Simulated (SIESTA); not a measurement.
**Al2O3 under changes of volume**

One of the cells (11.946 Å³/atom); the others are scaled copies at fixed shape and fractional positions:

```
Al O
1.0
     3.01748    0.00000    0.00000
    -1.50874    2.61322    0.00000
     0.00000    0.00000    7.57464
Al O
2 3
Direct
  0.00000 0.00000 0.72205
  0.00000 0.00000 0.27795
  0.00000 0.00000 0.50000
  0.66667 0.33333 0.80055
  0.33333 0.66667 0.19945
```

Measurements of this composition are mostly on another form, of space group No. 167.

```yaml
Program: SIESTA 5.4.2
Functional: PBEsol
Potentials_or_basis: PseudoDojo 0.4 standard (PBEsol files)
Basis: DZP (energy shift 0.003 Ry)
Grid_cutoff: 800 Ry
Energy_shift: 0.003 Ry
k_mesh: 8 × 8 × 3
Occupations: fermi-dirac, width 0.05 eV
Spin: no spin polarisation
```

| volume (Å³/atom) | energy over the lowest point (meV/atom) | pressure (GPa) | gap on the mesh (eV) | largest force (eV/Å) |
| --- | --- | --- | --- | --- |
| 11.229 | 13.78 | 8.5 | 2.56 | 0.736 |
| 11.468 | 4.10 | 4.6 | 2.40 | 0.548 |
| 11.707 | 0.00 | 1.0 | 2.25 | 0.372 |
| 11.946 | 0.94 | -2.2 | 2.10 | 0.209 |
| 12.185 | ? | ? | ? | ? |
| 12.424 | 15.86 | -7.6 | 1.82 | 0.503 |
| 12.662 | 28.99 | -9.9 | 1.69 | 0.663 |

Task: What does the run at 12.185 Å³/atom give?

Result: Energy over the lowest point 6.37 meV/atom; pressure -5.0 GPa; gap on the mesh 1.96 eV; largest force 0.333 eV/Å.

Worked out: A Birch-Murnaghan fit of order 3 (a polynomial in V^(-2/3)) to the other rows has its minimum at 11.78 Å³/atom with B0 = V·E''(V) = 160 GPa and B' = 4.2 at fixed shape and positions, which overstates the stiffness. It gives 6.36 meV/atom at 12.185 Å³/atom, against the run's 6.37, and -dE/dV = -5.1 GPa, against -5.0. A straight line through the other rows of the gap, of slope -7.24 eV per unit of ln V (its deformation potential), gives 1.96 eV, against the run's 1.96.

Energies are extrapolated to zero smearing.

Caveats: the basis of atomic orbitals isn't converged, which shifts pressures, moduli and gaps; an odd mesh through Γ misses points on the zone boundary, where band edges often lie (some runs).
